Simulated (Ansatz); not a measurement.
# SiNi2: properties of a relaxed candidate

This session takes a relaxed cell of SiNi2 and sets out to compute bands, density of states and charges.

Method: DFT PBE, scalar-relativistic, plane waves, PAW, in Ansatz 0.2.0.

3 further runs of the same task are left out: 1 that didn't finish, 2 set aside as unsound or not needed.

### 1 Starting point

It takes space group Fm-3m (No. 225, cubic). The conventional cell has a = 5.318 Å, b = 5.318 Å, c = 5.318 Å, α = 90.00°, β = 90.00°, γ = 90.00°. Around Si (site symmetry m-3m) lie 8 Ni at 2.30 Å. Ni (site symmetry -43m) has 4 Si at 2.30 Å as nearest neighbours.

Coordinates:

```
Si Ni
1.0
     0.00000    2.65921    2.65921
     2.65921    0.00000    2.65921
     2.65921    2.65921    0.00000
Si Ni
1 2
Cartesian
  2.6592 2.6592 2.6592
  3.9888 3.9888 3.9888
  1.3296 1.3296 1.3296
```

It is the end of an earlier relaxation with the same method, from a generated guess; it is a trial structure. At a tolerance of 0.05 Å it has space group Fm-3m (No. 225); it has 12.54 Å³/atom, an uncorrected energy of -0.40 eV/atom over the elements.

### 2 Static run: bands, density of states and charges

Contents of input.yaml:

```yaml
crystal:
  lattice:
    - [0.0, 2.6592109857, 2.6592109857]
    - [2.6592109857, 0.0, 2.6592109857]
    - [2.6592109857, 2.6592109857, 0.0]
  atoms:
    - { symbol: Si, position: [0.5, 0.5, 0.5] }
    - { symbol: Ni, position: [0.75, 0.75, 0.75] }
    - { symbol: Ni, position: [0.25, 0.25, 0.25] }
basis:
  ecutwfc: 420
kpoints:
  mp_grid: { grid: [16, 16, 16] }
  band_path:
    path:
      - [[0.0, 0.0, 0.0], [0.5, 0.0, 0.5], [0.625, 0.25, 0.625]]
      - [[0.375, 0.375, 0.75], [0.0, 0.0, 0.0], [0.5, 0.5, 0.5], [0.5, 0.25, 0.75], [0.5, 0.0, 0.5]]
    npoints: 14
hamiltonian:
  xc: pbe
scf:
  occupations: { method: gaussian, width: 0.1 }
  n_extra_bands: 7
output:
  forces: true
  stress: true
  eigenvalues: true
  populations: true
  dos: { projected: true, de: 0.02, nscf_kmesh: { grid: [20, 20, 20] } }
  bader: true
```

Launch:

```console
ansatz run input.yaml --threads 1 --pin off --max-ram 2560MiB --backend cpu --events-out ev --progress --plain --runs-dir out
```

What does the calculation give? Wanted: gap; states at the Fermi level; Bader charges.

As calculated:

```
                 quantity                 value
                      gap          none (metal)
states at the Fermi level  2.70 per eV per cell
            Bader charges  Si +0.47, Ni -0.23 e
```

**Reading.** It comes out metallic. Of the projected weight within 0.25 eV of the Fermi level, the largest part is Ni 3d (66 %) and Si 3p (25 %). Charge transfer between the atoms is moderate (Bader charges up to 0.5 e). The final runs have no spin polarisation, so no magnetic state was tried and one may lie lower.
